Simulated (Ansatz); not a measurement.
CdO2:

```
Cd O
1.0
     3.47623    0.00000    0.00000
    -1.73811    3.01050    0.00000
     0.00000    0.00000    4.14808
Cd O
1 2
Direct
  0.00000 0.00000 0.00000
  0.33333 0.66667 0.24422
  0.66667 0.33333 0.75578
```

The cell comes from a database or a generator and needn't be the stable form of this composition.

* Program: Ansatz 0.2.0
* Task: relaxation of cell and atoms
* Functional: BLYP
* Dispersion: D4
* Potentials or basis: Ansatz PAW
* Cutoff: 420 eV (not typed: the program's choice for these potentials)
* k mesh: 9 × 9 × 7
* Occupations: fermi-dirac, width 0.05 eV
* Spin: no spin polarisation

At the start: volume 14.47 Å³/atom.

Question: Where does the relaxation end?

Answer: It ends after 11 steps and the volume is 12.28 Å³/atom (-15.1 %); space group P-3m1 (No. 164, to 0.05 Å).

The path:
```tsv
step	energy change (eV)	largest force (eV/Å)	volume (Å³)
1	0.0000	0.1133	43.41
2	-0.1579	0.1693	39.80
3	-0.2277	0.0137	37.38
4	-0.2342	0.0001	36.96
5	-0.2336	0.0032	37.16
6	-0.2213	0.0034	37.16
7	-0.2236	0.0038	36.85
8	-0.2235	0.0007	36.87
9	-0.2221	0.0006	36.87
10	-0.2222	0.0001	36.85
11	-0.2222	0.0001	36.85
```

Final structure:
```
CELL_PARAMETERS angstrom
3.41484 0.00000 0.00000
-1.70742 2.95734 0.00000
0.00000 0.00000 3.64928
ATOMIC_POSITIONS crystal
Cd 0.00000 0.00000 0.00000
O 0.33333 0.66667 0.28215
O 0.66667 0.33333 0.71785
```

Caveat: the volume moved by over 15 % at a fixed basis, so the end points are rough; the plane-wave basis is chosen anew once the cell has moved, so the energies of steps on either side of that aren't comparable; the pressure holds a Pulay correction of +0.8 GPa for the finite cutoff; pairwise dispersion overbinds metals, which lowers pressure and volume; the PAW data sets come from PBE, with cores solved anew for the run's functional, which leaves a small shift of forces and pressure.
